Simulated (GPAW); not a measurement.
## AlN in GPAW: the effect of exact-exchange share

The system is AlN.

```
CELL_PARAMETERS angstrom
0.00000 2.03452 2.03452
2.03452 0.00000 2.03452
2.03452 2.03452 0.00000
ATOMIC_POSITIONS crystal
Al 0.50000 0.50000 0.50000
N 0.00000 0.00000 0.00000
```

Measurements of this composition are mostly on another form, of space group No. 186.

Alike in all runs:

```yaml
Program: GPAW 26.7.0
Task: single point
Potentials_or_basis: GPAW PAW data sets (gpaw-data 1.2.1)
Cutoff: 600 eV
Basis: pw
k_mesh: 4 × 4 × 4
Occupations: fermi-dirac, width 0.05 eV
Spin: no spin polarisation
```

```tsv
exact-exchange share	functional	gap on the mesh (eV)
0.1	PBEh(alpha)	5.21
0.2	PBEh(alpha)	6.07
0.25	PBE0	6.51
0.35	PBEh(alpha)	7.39
0.5	PBEh(alpha)	?
```

Question: What does the run with exact-exchange share 0.5 give?

Answer: gap on the mesh 8.73 eV.

Worked out: A straight line through the other rows of the gap on the mesh, of slope 8.72 eV per unit of exact-exchange share, extrapolates to 8.69 eV, against the run's 8.73.

Caveats: all runs use coarse meshes; exact exchange converges slowly with the k mesh, and this mesh is small.

A k mesh can miss the band edges.
